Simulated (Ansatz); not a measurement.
# Cu2O under several functionals and dispersion corrections (calculated)

Starting cell:

```cif
data_structure
_symmetry_space_group_name_H-M 'Pn-3m:1'
_symmetry_Int_Tables_number 224
_cell_length_a 4.2600
_cell_length_b 4.2600
_cell_length_c 4.2600
_cell_angle_alpha 90.000
_cell_angle_beta 90.000
_cell_angle_gamma 90.000
_cell_volume 77.31
loop_
_atom_site_label
_atom_site_type_symbol
_atom_site_symmetry_multiplicity
_atom_site_Wyckoff_symbol
_atom_site_fract_x
_atom_site_fract_y
_atom_site_fract_z
_atom_site_occupancy
Cu1 Cu 4 b 0.25000 0.25000 0.25000 1
O1 O 2 a 0.00000 0.00000 0.00000 1
```

Ansatz, plane waves and PAW, scalar-relativistic (no spin–orbit coupling), 6×6×6 k-mesh. No spin polarisation. In the setting of the table the starting cell (space group Pn-3m) has 4.260 × 4.260 × 4.260 Å. Each functional was followed to zero pressure by scaling the cell, shape and atoms held, then fitted over four more volumes within ±4 % of it.

Q: Order the functionals by equilibrium volume, smallest first.
A. rPW86-PBE + rVV10
B. PBE + D4
C. PBE + D3(BJ)-ATM

A: B (12.82 Å³/atom), C (12.87 Å³/atom), A (13.37 Å³/atom).

Q: What are the cells and stiffnesses?

A: 
```json
{"functional": "rPW86-PBE + rVV10", "V0 (Å³/atom)": "13.37", "cell": "4.312 × 4.312 × 4.312 Å", "B0 (GPa)": "115", "B′ from the pressures": "4.5", "gap on the mesh": "0.50 eV", "cutoff (eV)": "420"}
{"functional": "PBE + D3(BJ)-ATM", "V0 (Å³/atom)": "12.87", "cell": "4.259 × 4.259 × 4.259 Å", "B0 (GPa)": "121", "B′ from the pressures": "4.7", "gap on the mesh": "0.54 eV", "cutoff (eV)": "420"}
{"functional": "PBE + D4", "V0 (Å³/atom)": "12.82", "cell": "4.254 × 4.254 × 4.254 Å", "B0 (GPa)": "123", "B′ from the pressures": "4.8", "gap on the mesh": "0.54 eV", "cutoff (eV)": "420"}
```

The volumes span 4.3 %, from PBE + D4 to rPW86-PBE + rVV10, and the stiffness falls as the cell grows.

Caveats: gaps at these levels are rough, and mostly too small.

Points behind the fit for PBE + D3(BJ)-ATM:

```
V (Å³/atom)  E − Emin (meV/atom)  P (GPa)
     12.360                 8.38     5.44
     12.618                 2.02     2.57
     12.875                 0.00     0.00
     13.133                 1.90    -2.29
     13.390                 7.24    -4.32
```
